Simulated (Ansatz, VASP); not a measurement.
C in VASP and in Ansatz

```xyz
2
Lattice="0.0000 2.1484 3.4605 1.2411 0.0000 3.4605 1.2411 2.1484 0.0000" Properties=species:S:1:pos:R:3 pbc="T T T"
C     1.2411    0.7163    3.4605
C     1.2411    3.5805    3.4605
```

Change from the starting cell: strain +0.015 along x and y, +0.030 along z, atoms carried along.

Alike in both runs: task single point; functional LDA; k mesh 16 × 16 × 16; occupations gaussian, width 0.03 eV; no spin polarisation.

```csv
,VASP,Ansatz
version,VASP 6.6.1,Ansatz 0.2.0
potentials or method,"VASP PAW LDA potentials, release 64 (C)","scalar-relativistic, plane waves, PAW"
plane-wave cutoff (eV),520,420
valence electrons in the cell,8,8
```

```csv
,VASP,Ansatz,Ansatz less VASP
gap on the k mesh at the Fermi level (eV),0.29,0.29,+0.001
least direct gap on the mesh (eV),0.34,0.35,+0.002
pressure (GPa),-11.1,-11.8,-0.75
largest component of the traceless stress (GPa),10.48,11.35,+0.868
rms of the force components (eV/Å),0.012,0.012,0.0000
```

Atom by atom the forces differ by 0.000 eV/Å (rms over components).
